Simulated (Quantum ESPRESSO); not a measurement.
TiAl in Quantum ESPRESSO: the effect of Hubbard term

The system is TiAl.

```xyz
2
Lattice="3.1791 0.0000 0.0000 0.0000 3.1791 0.0000 0.0000 0.0000 3.1791" Properties=species:S:1:pos:R:3 pbc="T T T"
Ti    0.0000    0.0000    0.0000
Al    1.5895    1.5895    1.5895
```

The cell comes from a database or a generator and needn't be the stable form of this composition.

Alike in all runs:

* Program: Quantum ESPRESSO 7.5
* Task: Hubbard U by linear response
* Functional: PBEsol
* Potentials or basis: GBRV 1.5 PBEsol
* Cutoff: 612 eV
* Density cutoff: 4898 eV
* k mesh: 6 × 6 × 6
* Occupations: cold, width 0.2 eV
* Spin: no spin polarisation
* Start of the occupations: default
* Hubbard projectors: ortho-atomic
* Mixing beta: 0.3
* Most SCF iterations: 120
* SCF threshold: 4e-10 Ry
* q mesh: 3 × 3 × 3

```tsv
Hubbard term	pressure (GPa)
Ti d U = 0.0001 eV	-2.8
Ti d U = 2.0 eV	?
Ti d U = 4.0 eV	1.1
Ti d U = 6.0 eV	4.2
Ti d U = 8.0 eV	8.3
```

Question: What does the run with Hubbard term Ti d U = 2.0 eV give?

Answer: Pressure -1.0 GPa.

Worked out: A parabola through the other rows of the pressure, of slope 0.964 GPa per eV there, gives -1.3 GPa, against the run's -1.0.

Caveats: U without spin polarisation on a metal has little footing; the U is typed as a test and isn't derived for this compound.
